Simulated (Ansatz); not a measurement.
Crystal: HfC.

```
Hf C
1.0
     3.34287    0.00000    0.00000
    -1.67143    2.89501    0.00000
     0.00000    0.00000    5.20271
Hf C
2 2
Direct
  0.33333 0.66667 0.25000
  0.66667 0.33333 0.75000
  0.00000 0.00000 0.50000
  0.00000 0.00000 0.00000
```

The cell comes from a database or a generator and needn't be the stable form of this composition.

Base run:

- Program: Ansatz 0.2.0
- Functional: PBEsol
- Potentials or basis: Ansatz PAW
- Cutoff: 420 eV
- Density cutoff: 1680 eV
- k mesh: 9 × 9 × 5
- Occupations: fermi-dirac, width 0.05 eV
- Spin: no spin polarisation
- Hubbard terms: Hf d U = 6 eV

Its results: band gap on the k mesh none (metal or under the smearing width); pressure 1.9 GPa.

Question: After a change of settings the same cell gave: band gap on the k mesh none (metal or under the smearing width); pressure 0.1 GPa. Which change was it?
A. hubbard terms from Hf d U = 6 eV to none; hubbard projectors from ortho-atomic (the default) to none
B. spin from no spin polarisation to spin-orbit coupling, no magnetisation; hubbard terms from Hf d U = 6 eV to none; hubbard projectors from ortho-atomic (the default) to none; potential files from those of the base run to others of the same set
C. hubbard terms from Hf d U = 6 eV to Hf d U = 2 eV
D. hubbard terms from Hf d U = 6 eV to Hf d U = 5 eV

Answer: D.

Caveats: U without spin polarisation on a metal has little footing; the PAW data sets come from PBE, with cores solved anew for the run's functional, which leaves a small shift of forces and pressure; the U is typed as a test and isn't derived for this compound.

Not every run made on this cell is shown here.
